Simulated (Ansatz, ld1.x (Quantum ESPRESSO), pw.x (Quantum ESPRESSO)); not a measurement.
**Equation-of-state test of one TM potential (indium)**

indium, norm-conserving Troullier–Martins (Kleinman–Bylander form), made with ld1.x (Quantum ESPRESSO) 7.5 (PBE, scalar-relativistic). Core [Kr] 4d10, reference 5s2 5p1. Waves: 5p (bound): rc 2.80 bohr; 5s (bound): rc 1.65 bohr. Local part: the s channel. Core correction: none.

Crystal test: diamond In in pw.x 7.5, no spin, 8³ k-points, Fermi–Dirac smearing 0.01 Ry, cutoffs 100/400 Ry. The reference is all-electron LAPW (Ansatz 0.2.0) with the same functional, mesh and smearing; V0 and B0 come from Birch–Murnaghan fits to the pressures at five volumes. Errors are pseudo minus all-electron; Δ is the rms difference of the E(V) curves that follow from these fits, minima aligned, over ±6 % about the mean V0. Mesh and smearing are coarse, so the numbers serve the comparison and aren't converged zero-temperature values; the lattice is a test structure that the element need not adopt.

```csv
V (Å³/atom),P all-electron (GPa),P pseudo (GPa)
36.331,1.25,-3.39
37.287,0.56,-3.70
38.243,-0.01,-3.94
39.199,-0.49,-4.12
40.155,-0.87,-4.26
```

All-electron: a0 = 6.737 Å (V0 = 38.22 Å³/atom), B0 = 20.8 GPa.

Pseudopotential: mean pressure error (GPa): -3.97. The pressure does not cross zero within the volumes sampled, so no fit is given. This is a poor potential for the solid.

Task: At the middle volume, how do free energy and pressure move when the wave cutoff is lowered (ecutrho kept at four times it)?

Result:

| cutoff (Ry) | shift of F (meV/atom) | shift of P (GPa) |
| --- | --- | --- |
| 45 | +37.4 | -0.57 |
| 60 | +10.2 | -0.01 |
| 80 | +3.8 | -0.12 |

The run at the middle volume (29 k-points, 10 iterations) took about 43 s on one core of a shared host (Neoverse-V1, 32 threads, 247 GiB, load 42).
